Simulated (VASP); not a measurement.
# CdS (Hawleyite): X-ray absorption with a core hole

Aim: an X-ray absorption edge of CdS (Hawleyite) by the supercell core-hole method. The cell has space group F-43m. The start is a cell from a database of measured crystal structures.

Method: r2SCAN; plane waves and PAW (Cd, Cd, S), in the first sound run; inputs show where later runs differ, in VASP 6.6.1.

## 1. The structure

The cell holds 54 atoms: 27 Cd and 27 S. Its edges and angles: a = 12.374 Å, b = 12.374 Å, c = 12.374 Å, α = 60.0°, β = 60.0°, γ = 60.0°. It derives from CdS (Hawleyite), repeated 3×3×3. Nearest the centre at fractional (0.000, 0.000, 0.000): Cd1 at 0.00 Å, S54 at 2.53 Å, S36 at 2.53 Å, S48 at 2.53 Å, S52 at 2.53 Å, Cd4 at 4.12 Å, Cd22 at 4.12 Å, Cd6 at 4.12 Å.

## 2. Supercell without a hole

The cell without a hole gives, with ICORELEVEL = 1, the Kohn-Sham core levels of the initial state. It is a supercell, which puts a hole 12.4 Å from its nearest image.

The input, INCAR:

```
SYSTEM = CdS
PREC = Accurate
ENCUT = 400
EDIFF = 1E-05
NELM = 100
ISMEAR = 0
SIGMA = 0.05
LREAL = Auto
ALGO = Normal
METAGGA = R2SCAN
LASPH = .TRUE.
NBANDS = 288
LWAVE = .FALSE.
LCHARG = .FALSE.
NCORE = 8
ICORELEVEL = 1
```

The input, POSCAR:

```
CdS
1.0
    0.0000000000      8.7495000000      8.7495000000
    8.7495000000      0.0000000000      8.7495000000
    8.7495000000      8.7495000000      0.0000000000
Cd Cd S
1 26 27
Direct
    0.0000000000      0.0000000000      0.0000000000
    0.0000000000      0.0000000000      0.3333333333
    0.0000000000      0.0000000000      0.6666666667
    0.0000000000      0.3333333333      0.0000000000
    0.0000000000      0.3333333333      0.3333333333
    0.0000000000      0.3333333333      0.6666666667
    0.0000000000      0.6666666667      0.0000000000
    0.0000000000      0.6666666667      0.3333333333
    0.0000000000      0.6666666667      0.6666666667
    0.3333333333      0.0000000000      0.0000000000
    0.3333333333      0.0000000000      0.3333333333
    0.3333333333      0.0000000000      0.6666666667
    0.3333333333      0.3333333333      0.0000000000
    0.3333333333      0.3333333333      0.3333333333
    0.3333333333      0.3333333333      0.6666666667
    0.3333333333      0.6666666667      0.0000000000
    0.3333333333      0.6666666667      0.3333333333
    0.3333333333      0.6666666667      0.6666666667
    0.6666666667      0.0000000000      0.0000000000
    0.6666666667      0.0000000000      0.3333333333
    0.6666666667      0.0000000000      0.6666666667
    0.6666666667      0.3333333333      0.0000000000
    0.6666666667      0.3333333333      0.3333333333
    0.6666666667      0.3333333333      0.6666666667
    0.6666666667      0.6666666667      0.0000000000
    0.6666666667      0.6666666667      0.3333333333
    0.6666666667      0.6666666667      0.6666666667
    0.2500000000      0.2500000000      0.2500000000
    0.2500000000      0.2500000000      0.5833333333
    0.2500000000      0.2500000000      0.9166666667
    0.2500000000      0.5833333333      0.2500000000
    0.2500000000      0.5833333333      0.5833333333
    0.2500000000      0.5833333333      0.9166666667
    0.2500000000      0.9166666667      0.2500000000
    0.2500000000      0.9166666667      0.5833333333
    0.2500000000      0.9166666667      0.9166666667
    0.5833333333      0.2500000000      0.2500000000
    0.5833333333      0.2500000000      0.5833333333
    0.5833333333      0.2500000000      0.9166666667
    0.5833333333      0.5833333333      0.2500000000
    0.5833333333      0.5833333333      0.5833333333
    0.5833333333      0.5833333333      0.9166666667
    0.5833333333      0.9166666667      0.2500000000
    0.5833333333      0.9166666667      0.5833333333
    0.5833333333      0.9166666667      0.9166666667
    0.9166666667      0.2500000000      0.2500000000
    0.9166666667      0.2500000000      0.5833333333
    0.9166666667      0.2500000000      0.9166666667
    0.9166666667      0.5833333333      0.2500000000
    0.9166666667      0.5833333333      0.5833333333
    0.9166666667      0.5833333333      0.9166666667
    0.9166666667      0.9166666667      0.2500000000
    0.9166666667      0.9166666667      0.5833333333
    0.9166666667      0.9166666667      0.9166666667
```

The input, KPOINTS:

```
Automatic mesh
0
Gamma
2 2 2
0 0 0
```

The projector-augmented-wave data sets are Cd, Cd and S (PBE family, release 64).

Launch:

```
mpirun -np 8 vasp_std
```

Output:

```text
[banner, memory and clock lines left out]
running    8 mpi-ranks, on    1 nodes
 distrk:  each k-point on    8 cores,    1 groups
 distr:  one band on    8 cores,    1 groups

 POSCAR found type information on POSCAR CdCdS
 POSCAR found :  3 types and      54 ions
|                                                                             |
|           W    W    AA    RRRRR   N    N  II  N    N   GGGG   !!!           |
|           W    W   A  A   R    R  NN   N  II  NN   N  G    G  !!!           |
|           W    W  A    A  R    R  N N  N  II  N N  N  G       !!!           |
|           W WW W  AAAAAA  RRRRR   N  N N  II  N  N N  G  GGG   !            |
|           WW  WW  A    A  R   R   N   NN  II  N   NN  G    G                |
|           W    W  A    A  R    R  N    N  II  N    N   GGGG   !!!           |
|                                                                             |
|     For optimal performance we recommend to set                             |
|       NCORE = 2 up to number-of-cores-per-socket                            |
|     NCORE specifies how many cores store one orbital (NPAR=cpu/NCORE).      |
|     This setting can greatly improve the performance of VASP for DFT.       |
|     The default, NCORE=1 might be grossly inefficient on modern             |
|     multi-core architectures or massively parallel machines. Do your        |
|     Unfortunately you need to use the default for GW and RPA                |
|     calculations (for HF NCORE is supported but not extensively tested      |
|     yet).                                                                   |
|                                                                             |

|                                                                             |
|               ----> ADVICE to this user running VASP <----                  |
|                                                                             |
|     You enforced a specific xc type in the INCAR file but a different       |
|     [... a line on the potential file left out ...]
|     I HOPE YOU KNOW WHAT YOU ARE DOING!                                     |
|                                                                             |

 LDA part: xc-table for (None), standard interpolation
 POSCAR, INCAR and KPOINTS ok, starting setup
 FFT: planning ... GRIDC
 FFT: planning ... GRID_SOFT
 FFT: planning ... GRID
 WAVECAR not read
 entering main loop
       N       E                     dE             d eps       ncg     rms          rms(c)
DAV:   1     0.252070658059E+04    0.25207E+04   -0.20859E+05  1736   0.130E+03
DAV:   2    -0.694791316381E+03   -0.32155E+04   -0.31189E+04  1920   0.361E+02
DAV:   3    -0.936151908326E+03   -0.24136E+03   -0.23945E+03  1960   0.954E+01
DAV:   4    -0.941169147625E+03   -0.50172E+01   -0.49916E+01  1912   0.126E+01
DAV:   5    -0.941297323012E+03   -0.12818E+00   -0.12794E+00  1960   0.180E+00    0.409E+01
DAV:   6    -0.801420046223E+03    0.13988E+03   -0.10622E+02  1904   0.393E+01    0.469E+01
DAV:   7    -0.801116910385E+03    0.30314E+00   -0.94544E+00  1928   0.724E+00    0.390E+01
DAV:   8    -0.801477357080E+03   -0.36045E+00   -0.38911E+00  1792   0.712E+00    0.955E+00
DAV:   9    -0.801290853542E+03    0.18650E+00   -0.12136E+00  1896   0.214E+00    0.269E+00
DAV:  10    -0.801266976935E+03    0.23877E-01   -0.12049E-01  1840   0.758E-01    0.171E+00
DAV:  11    -0.801258517777E+03    0.84592E-02   -0.86414E-02  1960   0.103E+00    0.697E-01
DAV:  12    -0.801260078411E+03   -0.15606E-02   -0.99122E-03  1896   0.262E-01    0.234E-01
DAV:  13    -0.801260015740E+03    0.62671E-04   -0.41095E-04  1904   0.470E-02    0.121E-01
DAV:  14    -0.801260020730E+03   -0.49904E-05   -0.14358E-04  1896   0.295E-02    0.305E-02
DAV:  15    -0.801260027166E+03   -0.64360E-05   -0.22533E-05  1008   0.173E-02
   1 F= -.80126003E+03 E0= -.80126003E+03  d E =-.408928E-16
```

The job ended after 8.6 min (8 MPI ranks of AMD EPYC 7R43, shared host; peak memory 3.2 GiB; 69 min of CPU time).

The logs omit lines about the potential files and the build; timing stands in the text.

(Continued in part 2 of 3.)

[Lines on the potential files, build, host, timing and source positions are cut from VASP's logs without a mark.]

[Logs are printed without paths, hosts, clocks, repeated set-up lines and the standing remarks that a program may print on its own settings, such as how far it seeks lower states.]

[Hosts, paths, dates, database ids (printed as entryN), source tags and the programs' standing remarks are cut or masked in the printed files.]
